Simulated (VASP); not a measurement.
# Hf16Si31 (a cell with a defect) in VASP: relaxation of the atoms with PBE

Aim: the relaxation of the atoms of Hf16Si31 (a cell with a defect) with PBE.

Program: VASP 6.6.1. These are calculated values, not measurements. Logs are shortened: lines on timing, memory, paths and dates and some standing lists are left out, and cuts for length are marked.

### 1 The structure

The cell holds a defect, 47 atoms: a = 7.344 Å, b = 14.570 Å, c = 7.282 Å, α = 90.00°, β = 90.00°, γ = 90.00°.

### 2 Relaxation of the atoms, PBE

File INCAR:

```
ALGO = Normal
EDIFF = 1E-6
EDIFFG = -0.01
ENCUT = 520
GGA = PE
IBRION = 2
ISIF = 2
ISMEAR = 1
LASPH = T
LCHARG = F
LREAL = F
LWAVE = F
NELM = 60
NSW = 40
PREC = Accurate
SIGMA = 0.1
```

File KPOINTS:

```
k-points
0
Gamma
  3 2 3
```

File POSCAR:

```
Hf16Si31
1.0
    7.3440000000      0.0000000000      0.0000000000
    0.0000000000     14.5700000000      0.0000000000
    0.0000000000      0.0000000000      7.2820000000
Hf Si
16 31
Direct
    0.2500000000      0.6060000000      0.1250000000
    0.2500000000      0.6060000000      0.6250000000
    0.5000000000      0.1060000000      0.1250000000
    0.5000000000      0.1060000000      0.6250000000
    0.7500000000      0.6060000000      0.1250000000
    0.7500000000      0.6060000000      0.6250000000
    0.0000000000      0.1060000000      0.1250000000
    0.0000000000      0.1060000000      0.6250000000
    0.2500000000      0.3940000000      0.3750000000
    0.2500000000      0.3940000000      0.8750000000
    0.5000000000      0.8940000000      0.3750000000
    0.5000000000      0.8940000000      0.8750000000
    0.7500000000      0.3940000000      0.3750000000
    0.7500000000      0.3940000000      0.8750000000
    0.0000000000      0.8940000000      0.3750000000
    0.0000000000      0.8940000000      0.8750000000
    0.2500000000      0.9410000000      0.6250000000
    0.5000000000      0.4410000000      0.1250000000
    0.5000000000      0.4410000000      0.6250000000
    0.7500000000      0.9410000000      0.1250000000
    0.7500000000      0.9410000000      0.6250000000
    0.0000000000      0.4410000000      0.1250000000
    0.0000000000      0.4410000000      0.6250000000
    0.2500000000      0.0590000000      0.3750000000
    0.2500000000      0.0590000000      0.8750000000
    0.5000000000      0.5590000000      0.3750000000
    0.5000000000      0.5590000000      0.8750000000
    0.7500000000      0.0590000000      0.3750000000
    0.7500000000      0.0590000000      0.8750000000
    0.0000000000      0.5590000000      0.3750000000
    0.0000000000      0.5590000000      0.8750000000
    0.2500000000      0.2500000000      0.1250000000
    0.2500000000      0.2500000000      0.6250000000
    0.5000000000      0.7500000000      0.1250000000
    0.5000000000      0.7500000000      0.6250000000
    0.7500000000      0.2500000000      0.1250000000
    0.7500000000      0.2500000000      0.6250000000
    0.0000000000      0.7500000000      0.1250000000
    0.0000000000      0.7500000000      0.6250000000
    0.2500000000      0.7500000000      0.3750000000
    0.2500000000      0.7500000000      0.8750000000
    0.5000000000      0.2500000000      0.3750000000
    0.5000000000      0.2500000000      0.8750000000
    0.7500000000      0.7500000000      0.3750000000
    0.7500000000      0.7500000000      0.8750000000
    0.0000000000      0.2500000000      0.3750000000
    0.0000000000      0.2500000000      0.8750000000
```

Potentials or basis: VASP PAW PBE potentials, release 64 (Hf_pv, Si).

On the command line:

```sh
> cat potpaw_PBE.64/Hf_pv/POTCAR potpaw_PBE.64/Si/POTCAR > POTCAR
> mpirun -np 8 vasp_std > vasp.out
```

OUTCAR:

```text
EDIFF = 1E-6
   EDIFFG = -0.01
   ENCUT = 520
   GGA = PE
   IBRION = 2
   ISIF = 2
   ISMEAR = 1
   LASPH = T
   LREAL = F
   NELM = 60
   NSW = 40
   PREC = Accurate

 ion  position               nearest neighbor table
   1  0.250  0.606  0.125-  26 2.67  27 2.67  30 2.67  31 2.67  40 2.78  41 2.78  34 2.79  38 2.79
                            18 3.02  22 3.02   9 3.59  10 3.59   2 3.64   2 3.64   5 3.67   5 3.67
   2  0.250  0.606  0.625-  26 2.67  27 2.67  30 2.67  31 2.67  40 2.78  41 2.78  35 2.79  39 2.79
                            19 3.02  23 3.02   9 3.59  10 3.59   1 3.64   1 3.64   6 3.67   6 3.67
   3  0.500  0.106  0.125-  24 2.67  25 2.67  28 2.67  29 2.67  42 2.78  43 2.78  32 2.79  36 2.79
                            20 3.02  12 3.59  11 3.59   4 3.64   4 3.64   7 3.67   7 3.67
   4  0.500  0.106  0.625-  24 2.67  25 2.67  28 2.67  29 2.67  42 2.78  43 2.78  33 2.79  37 2.79
                            17 3.02  21 3.02  11 3.59  12 3.59   3 3.64   3 3.64   8 3.67   8 3.67
   5  0.750  0.606  0.125-  26 2.67  27 2.67  30 2.67  31 2.67  44 2.78  45 2.78  34 2.79  38 2.79
                            18 3.02  22 3.02  13 3.59  14 3.59   6 3.64   6 3.64   1 3.67   1 3.67
   6  0.750  0.606  0.625-  26 2.67  27 2.67  30 2.67  31 2.67  44 2.78  45 2.78  35 2.79  39 2.79
                            19 3.02  23 3.02  13 3.59  14 3.59   5 3.64   5 3.64   2 3.67   2 3.67
   7  0.000  0.106  0.125-  24 2.67  25 2.67  28 2.67  29 2.67  46 2.78  47 2.78  32 2.79  36 2.79
                            20 3.02  16 3.59  15 3.59   8 3.64   8 3.64   3 3.67   3 3.67
   8  0.000  0.106  0.625-  24 2.67  25 2.67  28 2.67  29 2.67  46 2.78  47 2.78  33 2.79  37 2.79
                            17 3.02  21 3.02  15 3.59  16 3.59   7 3.64   7 3.64   4 3.67   4 3.67
   9  0.250  0.394  0.375-  18 2.67  19 2.67  22 2.67  23 2.67  32 2.78  33 2.78  42 2.79  46 2.79
[... 25 lines left out ...]
  22  0.000  0.441  0.125-  30 2.50  31 2.50  13 2.67  14 2.67   9 2.67  10 2.67   1 3.02   5 3.02

  23  0.000  0.441  0.625-  30 2.50  31 2.50  13 2.67  14 2.67   9 2.67  10 2.67   2 3.02   6 3.02

  24  0.250  0.059  0.375-  17 2.50   4 2.67   7 2.67   8 2.67   3 2.67  15 3.02  11 3.02
  25  0.250  0.059  0.875-  17 2.50   4 2.67   7 2.67   8 2.67   3 2.67  16 3.02  12 3.02
  26  0.500  0.559  0.375-  18 2.50  19 2.50   5 2.67   6 2.67   1 2.67   2 2.67   9 3.02  13 3.02

  27  0.500  0.559  0.875-  18 2.50  19 2.50   5 2.67   6 2.67   1 2.67   2 2.67  10 3.02  14 3.02

  28  0.750  0.059  0.375-  20 2.50  21 2.50   7 2.67   8 2.67   3 2.67   4 2.67  11 3.02  15 3.02
[... 35 lines left out ...]
  46  0.000  0.250  0.375-  32 2.59  33 2.59  36 2.59  37 2.59   7 2.78   8 2.78   9 2.79  13 2.79

  47  0.000  0.250  0.875-  32 2.59  33 2.59  36 2.59  37 2.59   7 2.78   8 2.78  10 2.79  14 2.79

  LATTYP: Found a simple orthorhombic cell.
 ALAT       =     7.2820000000
 B/A-ratio  =     1.0085141445
 C/A-ratio  =     2.0008239495

  Lattice vectors:

 A1 = (   0.0000000000,   0.0000000000,   7.2820000000)
 A2 = (   7.3440000000,   0.0000000000,   0.0000000000)
 A3 = (   0.0000000000,  14.5700000000,   0.0000000000)

Analysis of symmetry for initial positions (statically):
=====================================================================
 Subroutine PRICEL returns:
 Original cell was already a primitive cell.

 Routine SETGRP: Setting up the symmetry group for a
 simple orthorhombic supercell.

 Subroutine GETGRP returns: Found  4 space group operations
 (whereof  1 operations were pure point group operations)
 out of a pool of  8 trial point group operations.

The static configuration has the point symmetry C_1 .
 The point group associated with its full space group is C_2v.

Analysis of symmetry for dynamics (positions and initial velocities):
=====================================================================
 Subroutine PRICEL returns:
 Original cell was already a primitive cell.

 Routine SETGRP: Setting up the symmetry group for a
 simple orthorhombic supercell.

 Subroutine GETGRP returns: Found  4 space group operations
 (whereof  1 operations were pure point group operations)
 out of a pool of  8 trial point group operations.

The dynamic configuration has the point symmetry C_1 .
 The point group associated with its full space group is C_2v.

 Subroutine INISYM returns: Found  4 space group operations
 (whereof  1 operations are pure point group operations),
 and found     1 'primitive' translations

----------------------------------------------------------------------------------------

                                     Primitive cell

  volume of cell :     779.1891
[... 140 lines left out ...]
  0.000000  0.000000  0.333333      2.000000
  0.333333  0.000000  0.333333      4.000000
  0.000000  0.500000  0.333333      2.000000
  0.333333  0.500000  0.333333      4.000000
   k-points           NKPTS =      8   k-points in BZ     NKDIM =      8   number of bands    NBANDS=    176
   number of dos      NEDOS =    301   number of ions     NIONS =     47
   total plane-waves  NPLWV = 326592
   dimension x,y,z NGX =    56 NGY =  108 NGZ =   54
   dimension x,y,z NGXF=   112 NGYF=  216 NGZF=  108
   ions per type =              16  31
   NGX,Y,Z   is equivalent  to a cutoff of  12.68, 12.32, 12.33 a.u.
   NGXF,Y,Z  is equivalent  to a cutoff of  25.35, 24.65, 24.66 a.u.
 SYSTEM =  unknown system
   PREC   = accura    normal or accurate (medium, high low for compatibility)
   ISTART =      0    job   : 0-new  1-cont  2-samecut
   ICHARG =      2    charge: 1-file 2-atom 10-const
   ISPIN  =      1    spin polarized calculation?
   LNONCOLLINEAR =      F non collinear calculations
   LSORBIT =      F    spin-orbit coupling
   LASPH  =      T    aspherical Exc in radial PAW
   ENCUT  =  520.0 eV  38.22 Ry    6.18 a.u.  13.65 27.09 13.54*2*pi/ulx,y,z
   NELM   =     60;   NELMIN=  2; NELMDL= -5     # of ELM steps
   EDIFF  = 0.1E-05   stopping-criterion for ELM
   LREAL  =      F    real-space projection
   EDIFFG = -.1E-01   stopping-criterion for IOM
   NSW    =     40    number of steps for IOM
   IBRION =      2    ionic relax: 0-MD 1-quasi-New 2-CG
   NFREE  =      1    steps in history (QN), initial steepest desc. (CG)
   ISIF   =      2    stress and relaxation
   ISYM   =      2    0-nonsym 1-usesym 2-fastsym
   POTIM  = 0.5000    time-step for ionic-motion
   TEBEG  =    0.0;   TEEND  =   0.0 temperature during run
   PSTRESS=    0.0 pullay stress
   NELECT =     284.0000    total number of electrons
   NUPDOWN=      -1.0000    fix difference up-down
   EMIN   =  10.00;   EMAX   =-10.00  energy-range for DOS
   EFERMI =   0.00;   METHOD = LEGACY
   ISMEAR =     1;   SIGMA  =   0.10  broadening in eV -4-tet -1-fermi 0-gaus
   EFERMI_NEDOS =   21; number of points for ismear=-14 and -15
   IALGO  =     38    algorithm
   IMIX   =      4    mixing-type and parameters
     AMIX     =   0.40;   BMIX     =  1.00
     AMIX_MAG =   1.60;   BMIX_MAG =  1.00
  volume/ion in A,a.u.               =      16.58       111.88
  Fermi-wavevector in a.u.,A,eV,Ry     =   1.169410  2.209864 18.606222  1.367519
  Thomas-Fermi vector in A             =   2.305883
   LORBIT       =      0    0 simple, 1 ext, 2 COOP (PROOUT), +10 PAW based schemes
   GGA     = PE    functional components
   LHFCALC =     F    Hartree Fock is set to
   AEXX    =    0.0000 exact exchange contribution
   IVDW    =     0    specifies the selected vdW correction
   LEPSILON=     F    determine dielectric tensor
   LRPA    =     F    only Hartree local field effects (RPA)
 conjugate gradient relaxation of ions
 non-spin polarized calculation
 Methfessel and Paxton  Order N= 1 SIGMA  =   0.10
  energy-cutoff  :      520.00
  volume of cell :      779.19
 maximum number of plane-waves:     20994
 NGX is ok and might be reduce to    54
   NGX = 27   NGY = 55   NGZ = 27

--------------------------------------- Ionic step        1  -------------------------------------------

 number of electron     283.9999971 magnetization

 Free energy of the ion-electron system (eV)
  ---------------------------------------------------
  ext. energy  EPLUGINS =         0.00000000
  ---------------------------------------------------
  free energy    TOTEN  =      -352.41661892 eV

  energy without entropy =     -352.41294605  energy(sigma->0) =     -352.41539463

------------------------ aborting loop because EDIFF is reached ----------------------------------------

  FORCE on cell =-STRESS in cart. coord.  units (eV):
  Direction    XX          YY          ZZ          XY          YZ          ZX
  --------------------------------------------------------------------------------------
  -------------------------------------------------------------------------------------
  Total        8.2237512     -8.2408611      4.6122268      0.0000000      0.0000000      0.0000000
  in kB       16.9097680    -16.9449496      9.4837117      0.0000000      0.0000000      0.0000000
  external PRESSURE =       3.1495100 kB  Pullay stress =       0.0000000 kB
[... 224 lines left out ...]
  FREE ENERGIE OF THE ION-ELECTRON SYSTEM (eV)
  ---------------------------------------------------
  free  energy   TOTEN  =      -353.1612289871 eV

  energy  without entropy=     -353.1629639067  energy(sigma->0) =     -353.16180729

[... ionic steps 4 to 11 ...]

--------------------------------------- Ionic step       12  -------------------------------------------

 number of electron     283.9999968 magnetization

------------------------ aborting loop because EDIFF is reached ----------------------------------------
[... 157 lines left out ...]
--------------------------------------- Ionic step       14  -------------------------------------------

 number of electron     283.9999968 magnetization

 Free energy of the ion-electron system (eV)
  ---------------------------------------------------
  ext. energy  EPLUGINS =         0.00000000
  ---------------------------------------------------
  free energy    TOTEN  =      -353.43553528 eV

  energy without entropy =     -353.42802694  energy(sigma->0) =     -353.43303250

 E-fermi :   7.9789     XC(G=0): -11.3119

 val. band max:        7.9734561720   @ k =   0.0000   0.0000   0.3333
 cond. band min:       7.9977719044   @ k =   0.0000   0.5000   0.0000
 fundamental gap:      0.0243157324
 Fermi energy:         7.9789278064

 k-point     1 :       0.0000    0.0000    0.0000
  band No.  band energies     occupation
      1     -22.7952      2.00000
      2     -22.7696      2.00000
      3     -22.7625      2.00000
      4     -22.7622      2.00000
      5     -22.7599      2.00000
      6     -22.7589      2.00000
[... 1245 lines left out ...]
    153       9.1280     -0.00000
    154       9.2365     -0.00000
 [bands above 154 left out]

------------------------ aborting loop because EDIFF is reached ----------------------------------------

  FORCE on cell =-STRESS in cart. coord.  units (eV):
  Direction    XX          YY          ZZ          XY          YZ          ZX
  --------------------------------------------------------------------------------------
  -------------------------------------------------------------------------------------
  Total        5.2968591     -3.1698968      1.5956631      0.0000000      0.0000000      0.0000000
  in kB       10.8914603     -6.5179768      3.2810202      0.0000000      0.0000000      0.0000000
  external PRESSURE =       2.5515012 kB  Pullay stress =       0.0000000 kB
[... 62 lines left out ...]
  FREE ENERGIE OF THE ION-ELECTRON SYSTEM (eV)
  ---------------------------------------------------
  free  energy   TOTEN  =      -353.4355352847 eV

  energy  without entropy=     -353.4280269356  energy(sigma->0) =     -353.43303250

 reached required accuracy - stopping structural energy minimisation
```

It took 38 min on 8 MPI ranks of Intel Xeon 6975P-C (Granite Rapids), shared host; peak memory 0.32 GiB.

What came out:

```
Free energy                  : -353.4355 eV
Energy gained by relaxing    : 21.7 meV/atom
Ionic steps                  : 14
Pressure after relaxing      : 0.3 GPa
Largest force after relaxing : 0.009 eV/Å
Band gap on the k mesh       : none (metal or under the smearing width)
```

Forces in eV/Å, atoms in the order of the input:
```
Hf   0.000 -0.002  0.000
Hf   0.000 -0.004  0.000
Hf  -0.005 -0.007  0.000
Hf  -0.003  0.008  0.000
Hf   0.000 -0.003  0.000
Hf   0.000 -0.004  0.000
Hf   0.005 -0.007  0.000
Hf   0.003  0.008  0.000
Hf   0.000  0.000  0.002
Hf   0.000  0.000 -0.002
Hf   0.002  0.000  0.000
Hf   0.002  0.000  0.000
Hf   0.000 -0.002 -0.001
Hf   0.000 -0.002  0.001
Hf  -0.002  0.000  0.000
Hf  -0.002  0.000  0.000
Si   0.000 -0.006  0.000
Si   0.000 -0.001  0.000
Si   0.002  0.000  0.000
Si   0.000 -0.002  0.000
Si   0.000  0.006  0.000
Si   0.000 -0.001  0.000
Si  -0.002  0.000  0.000
Si   0.000 -0.005  0.004
Si   0.000 -0.005 -0.004
Si   0.000  0.001  0.000
Si   0.000  0.001  0.000
Si   0.000  0.003 -0.003
Si   0.000  0.003  0.003
Si   0.000  0.001  0.000
Si   0.000  0.001  0.000
Si   0.000  0.004  0.000
Si   0.000  0.003  0.000
Si   0.000  0.001  0.000
Si   0.001  0.000  0.000
Si   0.000 -0.001  0.000
Si   0.000  0.006  0.000
Si   0.000  0.001  0.000
Si  -0.001  0.000  0.000
Si   0.000  0.000 -0.001
Si   0.000  0.000  0.001
Si  -0.001  0.002  0.001
Si  -0.001  0.002 -0.001
Si   0.000  0.000  0.001
Si   0.000  0.000 -0.001
Si   0.001  0.002  0.001
Si   0.001  0.002 -0.001
```

Step by step:
| step | energy change (eV) | largest force (eV/Å) | pressure (GPa) |
| --- | --- | --- | --- |
| 1 | 0.0000 | 1.4401 | 0.31 |
| 2 | -0.4955 | 1.1649 | 0.15 |
| 3 | -0.7446 | 0.8046 | 0.18 |
| 4 | -0.8947 | 0.5446 | 0.26 |
| 5 | -0.9482 | 0.3388 | 0.40 |
| 6 | -1.0057 | 0.1266 | 0.31 |
| 7 | -1.0109 | 0.1221 | 0.28 |
| 8 | -1.0163 | 0.0572 | 0.25 |
| 9 | -1.0163 | 0.0554 | 0.25 |
| 10 | -1.0181 | 0.0356 | 0.25 |
| 11 | -1.0184 | 0.0347 | 0.26 |
| 12 | -1.0188 | 0.0266 | 0.26 |
| 13 | -1.0188 | 0.0186 | 0.26 |
| 14 | -1.0189 | 0.0086 | 0.26 |

Final structure:
```xyz
47
Lattice="7.3440 0.0000 0.0000 0.0000 14.5700 0.0000 0.0000 0.0000 7.2820" Properties=species:S:1:pos:R:3 pbc="T T T"
Hf    1.8360    8.8288    0.9103
Hf    1.8360    8.8229    4.5512
Hf    3.7001    1.5358    0.9103
Hf    3.6029    1.5130    4.5512
Hf    5.5080    8.8358    0.9103
Hf    5.5080    8.8343    4.5512
Hf    7.3159    1.5358    0.9103
Hf    0.0691    1.5130    4.5512
Hf    1.8360    5.7701    2.7261
Hf    1.8360    5.7701    6.3764
Hf    3.6764   13.0632    2.7441
Hf    3.6764   13.0632    6.3584
Hf    5.5080    5.7559    2.7326
Hf    5.5080    5.7559    6.3699
Hf    7.3396   13.0632    2.7441
Hf    7.3396   13.0632    6.3584
Si    1.8360   13.8714    4.5512
Si    3.6764    6.4985    0.9103
Si    3.6708    6.5016    4.5512
Si    5.5080   13.8483    0.9103
Si    5.5080   13.7191    4.5512
Si    7.3396    6.4985    0.9103
Si    0.0012    6.5016    4.5512
Si    1.8360    0.5303    2.5345
Si    1.8360    0.5303    6.5680
Si    3.6730    8.0931    2.7296
Si    3.6730    8.0931    6.3729
Si    5.5080    0.8064    2.7808
Si    5.5080    0.8064    6.3217
Si    7.3430    8.0931    2.7296
Si    7.3430    8.0931    6.3729
Si    1.8360    3.6366    0.9103
Si    1.8360    3.6465    4.5512
Si    3.6475   10.9768    0.9103
Si    3.6669   10.9510    4.5512
Si    5.5080    3.6378    0.9103
Si    5.5080    3.6230    4.5512
Si    0.0245   10.9768    0.9103
Si    0.0051   10.9510    4.5512
Si    1.8360   10.9642    2.7227
Si    1.8360   10.9642    6.3798
Si    3.6607    3.6308    2.7349
Si    3.6607    3.6308    6.3676
Si    5.5080   10.9549    2.7281
Si    5.5080   10.9549    6.3744
Si    0.0113    3.6308    2.7349
Si    0.0113    3.6308    6.3676
```

Spin-orbit coupling is left out, which matters for the levels of Hf.
